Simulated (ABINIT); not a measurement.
# Cr (Im-3m) in ABINIT: equation of state

Aim: energy against volume of Cr in PBE, for its equilibrium volume and stiffness.

Everything below comes from runs of ABINIT 10.8.3 (patched build). Logs are shortened: lines on timing, memory, paths and dates and some standing lists are left out, and cuts for length are marked. The log counts tension as positive stress, the text compression.

## 1. The crystal as given

The structure is cubic, space group Im-3m (No. 229). The conventional cell has a = 2.969 Å, b = 2.969 Å, c = 2.969 Å, α = 90.00°, β = 90.00°, γ = 90.00°. Cr (site symmetry m-3m) has 8 Cr at 2.57 Å as nearest neighbours.

## 2. Equation of state, PBE, collinear spin, ferromagnetic start

run.abi

```
# Datasets: one volume each
ndtset 7
getwfk -1
scalecart1 3*0.9795861087
scalecart2 3*0.9864848297
scalecart3 3*0.9932883884
scalecart4 3*1.0000000000
scalecart5 3*1.0066227096
scalecart6 3*1.0131594038
scalecart7 3*1.0196128224

# Pseudopotentials
pp_dirpath "./"
pseudos "Cr.GGA_PBE-JTH.xml"

# Structure
acell 4.8587547043 4.8587547043 4.8587547043
rprim
    -0.5773502692     0.5773502692     0.5773502692
     0.5773502692    -0.5773502692     0.5773502692
     0.5773502692     0.5773502692    -0.5773502692
ntypat 1
znucl 24
natom 1
typat 1
xred
     0.0000000000     0.0000000000     0.0000000000

# Plane-wave basis
ecut 23.0
pawecutdg 45.0

# k points
kptopt 1
ngkpt 12 12 12
nshiftk 1
shiftk 0.0 0.0 0.0

# Exchange and correlation
ixc 11

# Bands and occupations
nband 12
occopt 3
tsmear 0.05 eV

# Spin
nsppol 2
spinat
     0.0000000000     0.0000000000     3.0000000000

# SCF cycle
nstep 100
tolvrs 1.0e-9

# Output
iomode 3
prtwf 1
prtden 0
prteig 0
prtebands 0
enunit 2
```

Potentials or basis: JTH PAW PBE v2.0.

Launch:

```
$ abinit run.abi > log 2>&1
```

run.abo:

```text
.Version 10.8.3 of ABINIT
 DATASET    1 : space group Im -3 m (#229); Bravais cI (body-center cubic)
================================================================================
 Values of the parameters that define the memory need for DATASET  1.
     intxc =       0    ionmov =       0      iscf =      17    lmnmax =      18
     lnmax =       6     mgfft =      24  mpssoang =       3    mqgrid =    3001
     natom =       1  nloc_mem =       2    nspden =       2   nspinor =       1
    nsppol =       2      nsym =      48    n1xccc =       1    ntypat =       1
    occopt =       3   xclevel =       2
       mpw =         456          nfft =       13824          nkpt =          72
 PAW method is used; the additional fine FFT grid is defined by:
   mgfftf=        30    nfftf =     27000
================================================================================
================================================================================
[... 71 lines left out ...]
 DATASET    7 : space group Im -3 m (#229); Bravais cI (body-center cubic)
================================================================================
 Values of the parameters that define the memory need for DATASET  7.
     intxc =       0    ionmov =       0      iscf =      17    lmnmax =      18
     lnmax =       6     mgfft =      24  mpssoang =       3    mqgrid =    3001
     natom =       1  nloc_mem =       2    nspden =       2   nspinor =       1
    nsppol =       2      nsym =      48    n1xccc =       1    ntypat =       1
    occopt =       3   xclevel =       2
       mpw =         504          nfft =       13824          nkpt =          72
 PAW method is used; the additional fine FFT grid is defined by:
   mgfftf=        30    nfftf =     27000
================================================================================
================================================================================

--------------------------------------------------------------------------------
------------- Echo of variables that govern the present computation ------------
--------------------------------------------------------------------------------
 -outvars: echo values of preprocessed input variables --------
            acell      4.8587547043E+00  4.8587547043E+00  4.8587547043E+00 Bohr
              amu      5.19961000E+01
             ecut      2.30000000E+01 Hartree
           enunit           2
           getwfk          -1
                       outvar_i_n : Printing only first  50 k-points.
              ixc          11
           jdtset        1    2    3    4    5    6    7
                       outvar_i_n : Printing only first  50 k-points.
         kptrlatt       12    0    0      0   12    0      0    0   12
          kptrlen1     5.71148234E+01
          kptrlen2     5.75170537E+01
          kptrlen3     5.79137356E+01
          kptrlen4     5.83050565E+01
          kptrlen5     5.86911939E+01
          kptrlen6     5.90723162E+01
[... 143 lines left out ...]
           tolvrs      1.00000000E-09
           tsmear      1.83746611E-03 Hartree
            typat      1
           useylm           1
                       outvars : Printing only first  50 k-points.
            znucl       24.00000

================================================================================

 chkinp: Checking input parameters for consistency, jdtset=   1.

 chkinp: Checking input parameters for consistency, jdtset=   2.
[... 46 lines left out ...]
 getcut: wavevector=  0.0000  0.0000  0.0000  ngfft=  30  30  30
         ecut(hartree)=     45.000   => boxcut(ratio)=   2.08729

--- Pseudopotential description ------------------------------------------------
- pspini: atom type   1  psp file is ./Cr.GGA_PBE-JTH.xml
 Pseudopotential format is: paw10
 basis_size (lnmax)=  6 (lmn_size= 18), orbitals=   0   0   1   1   2   2
 Spheres core radius: rc_sph= 2.10817612
 Shapefunction is SIN type: shapef(r)=[sin(pi*r/rshp)/(pi*r/rshp)]**2
 Radius for shape functions =  1.80035846
 Compensation charge density is not taken into account in XC energy/potential

   3.78186631E+02                                ecore*ucvol(ha*bohr**3)
--------------------------------------------------------------------------------

================================================================================

--- !BeginCycle
iteration_state: {dtset: 1, }
solver: {iscf: 17, nstep: 100, nline: 4, wfoptalg: 10, }
tolerances: {tolvrs: 1.00E-09, }
...
[... 1487 lines left out ...]
-Cartesian components of stress tensor (GPa)         [Pressure= -3.1785E+01 GPa]
- sigma(1 1)=  3.17853993E+01  sigma(3 2)=  0.00000000E+00
- sigma(2 2)=  3.17853993E+01  sigma(3 1)=  0.00000000E+00
- sigma(3 3)=  3.17853993E+01  sigma(2 1)=  0.00000000E+00

== END DATASET(S) ==============================================================
================================================================================

 -outvars: echo values of variables after computation  --------
            acell      4.8587547043E+00  4.8587547043E+00  4.8587547043E+00 Bohr
           etotal1    -8.7417275283E+01
           etotal2    -8.7416285527E+01
           etotal3    -8.7415087461E+01
           etotal4    -8.7413700505E+01
           etotal5    -8.7412151190E+01
           etotal6    -8.7410455974E+01
           etotal7    -8.7408630991E+01
            fcart1    -0.0000000000E+00 -0.0000000000E+00 -0.0000000000E+00
            fcart2    -0.0000000000E+00 -0.0000000000E+00 -0.0000000000E+00
            fcart3    -0.0000000000E+00 -0.0000000000E+00 -0.0000000000E+00
            fcart4    -0.0000000000E+00 -0.0000000000E+00 -0.0000000000E+00
            fcart5    -0.0000000000E+00 -0.0000000000E+00 -0.0000000000E+00
            fcart6    -0.0000000000E+00 -0.0000000000E+00 -0.0000000000E+00
            fcart7    -0.0000000000E+00 -0.0000000000E+00 -0.0000000000E+00
            rprim1    -5.6556430356E-01  5.6556430356E-01  5.6556430356E-01
                       5.6556430356E-01 -5.6556430356E-01  5.6556430356E-01
                       5.6556430356E-01  5.6556430356E-01 -5.6556430356E-01
[... 17 lines left out ...]
                       5.8867373749E-01  5.8867373749E-01 -5.8867373749E-01
           strten1     5.1368854130E-04  5.1368854130E-04  5.1368854130E-04
                       0.0000000000E+00  0.0000000000E+00  0.0000000000E+00
           strten2     6.3843268970E-04  6.3843268970E-04  6.3843268970E-04
                       0.0000000000E+00  0.0000000000E+00  0.0000000000E+00
           strten3     7.4966099669E-04  7.4966099669E-04  7.4966099669E-04
                       0.0000000000E+00  0.0000000000E+00  0.0000000000E+00
           strten4     8.4880687425E-04  8.4880687425E-04  8.4880687425E-04
                       0.0000000000E+00  0.0000000000E+00  0.0000000000E+00
           strten5     9.3547944221E-04  9.3547944221E-04  9.3547944221E-04
                       0.0000000000E+00  0.0000000000E+00  0.0000000000E+00
           strten6     1.0124721984E-03  1.0124721984E-03  1.0124721984E-03
                       0.0000000000E+00  0.0000000000E+00  0.0000000000E+00
           strten7     1.0803637622E-03  1.0803637622E-03  1.0803637622E-03
                       0.0000000000E+00  0.0000000000E+00  0.0000000000E+00
 Calculation completed.
```

Wall time 4.9 min (1 thread of Arm Neoverse V1, shared host); peak memory 0.16 GiB.

What came out:

* Equilibrium volume: 11.50 Å³/atom (rough: see the caveat)
* Bulk modulus: 251 GPa (rough)

Energy against volume, from the lowest point:
| volume (Å³/atom) | energy (meV/atom) |
| --- | --- |
| 12.299 | 0.00 |
| 12.561 | 26.93 |
| 12.823 | 59.53 |
| 13.084 | 97.27 |
| 13.346 | 139.43 |
| 13.608 | 185.56 |
| 13.870 | 235.22 |

Caveat: pressures at fixed basis lie under the slope of the energies; the minimum lies outside the volumes run.
